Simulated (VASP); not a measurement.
Input of a VASP 6.6.1 run:

Contents of run.py:

```python
from ase.calculators.vasp import Vasp
from ase.dft.bandgap import bandgap
from ase.io import read

atoms = read('Tl.cif')
calc = Vasp(
    directory='calc',
    xc='lda',
    pp='LDA',
    setups='recommended',
    prec='Accurate',
    encut=520,
    ediff=1e-06,
    ismear=1,
    sigma=0.2,
    lreal=False,
    lasph=True,
    nelm=60,
    algo='Normal',
    isif=2,
    lwave=False,
    lcharg=True,
    kpts=[9, 9, 9],
    gamma=True,
)
atoms.calc = calc

print('energy (eV):', atoms.get_potential_energy())
print('free energy (eV):', atoms.get_potential_energy(force_consistent=True))
efermi = calc.get_fermi_level()
print('Fermi level (eV):', efermi)
path = atoms.cell.bandpath(npoints=40, eps=1e-4)
print('path:', path.path)
calc.set(kpts=path.kpts, reciprocal=True, icharg=11, isym=0, lcharg=False)
calc.calculate(atoms)
print('gap on the path (eV):', bandgap(calc, efermi=efermi)[0])
print('direct gap on the path (eV):', bandgap(calc, efermi=efermi, direct=True)[0])
```

File Tl.cif:

```cif
data_Tl
_cell_length_a 3.48793322
_cell_length_b 3.48793322
_cell_length_c 3.48793322
_cell_angle_alpha 60.00000000
_cell_angle_beta 60.00000000
_cell_angle_gamma 60.00000000
_space_group_name_H-M_alt 'P1'
_space_group_name_Hall 'P 1'
_space_group_IT_number 1
loop_
_space_group_symop_operation_xyz
'x,y,z'
loop_
_atom_site_label
_atom_site_type_symbol
_atom_site_symmetry_multiplicity
_atom_site_Wyckoff_symbol
_atom_site_fract_x
_atom_site_fract_y
_atom_site_fract_z
_atom_site_occupancy
Tl1 Tl 1 a 0.0000000000 0.0000000000 0.0000000000 1
```

Potentials or basis: VASP PAW LDA potentials, release 64 (Tl_d).

The run is started by

```console
$ python run.py
```

**Question.** Predict the band gap along the path.

**Answer.** None (metal or under the smearing width).

Levels at the corners of the path, in eV from the Fermi level:
```tsv
point	band 3	band 4	band 5	band 6	band 7	band 8	band 9	band 10
Γ	-11.43	-11.18	-11.18	-9.68	9.87	9.87	9.87	10.97
X	-10.97	-10.90	-10.90	-3.68	-1.64	3.97	3.97	7.39
W	-11.37	-11.12	-10.90	-3.60	0.47	0.47	2.15	13.02
K	-11.11	-11.09	-10.97	-3.83	-0.52	0.63	5.02	8.44
Γ	-11.43	-11.18	-11.18	-9.68	9.87	9.87	9.87	10.97
L	-11.42	-10.96	-10.96	-5.29	-2.67	7.89	7.89	10.40
U	-11.11	-11.09	-10.97	-3.83	-0.52	0.63	5.02	8.44
W	-11.37	-11.12	-10.90	-3.60	0.47	0.47	2.15	13.02
L	-11.42	-10.96	-10.96	-5.29	-2.67	7.89	7.89	10.40
K	-11.11	-11.09	-10.97	-3.83	-0.52	0.63	5.02	8.44
U	-11.11	-11.09	-10.97	-3.83	-0.52	0.63	5.02	8.44
X	-10.97	-10.90	-10.90	-3.68	-1.64	3.97	3.97	7.39
```

Caveat: the log is that of the step along the path at fixed density, whose energy, stress, charges and moments have no meaning; spin-orbit coupling is left out, which moves the levels of the heavy elements.
